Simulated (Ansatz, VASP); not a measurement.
Cu in VASP and in Ansatz

```
Cu
1.0
     3.95767    0.00000    0.00000
    -1.97884    3.42744    0.00000
     0.00000    0.00000    2.36938
Cu
3
Direct
  0.00000 0.00000 0.00000
  0.33333 0.66667 0.50000
  0.66667 0.33333 0.50000
```

Change from the starting cell: volume scaled by 0.88, LAPW.

Alike in both runs: task single point; functional PBE; k mesh 9 × 9 × 12; occupations fermi-dirac, width 0.08 eV; no spin polarisation.

|  | VASP | Ansatz |
| --- | --- | --- |
| version | VASP 6.6.1 | Ansatz 0.2.0 |
| potentials or method | VASP PAW PBE potentials, release 64 (Cu), cutoff 520 eV | all-electron LAPW, scalar-relativistic |

|  | VASP | Ansatz | Ansatz less VASP |
| --- | --- | --- | --- |
| pressure (GPa) | 24.4 | 23.8 | -0.66 |
| largest component of the traceless stress (GPa) | 0.10 | 0.03 | -0.072 |

Ansatz ran all-electron here, so the differences hold the error of VASP's frozen core and of both bases.

Caveats: so large a pressure means that the cell lies far from this level's equilibrium, or that cutoff or potentials fall short (VASP).
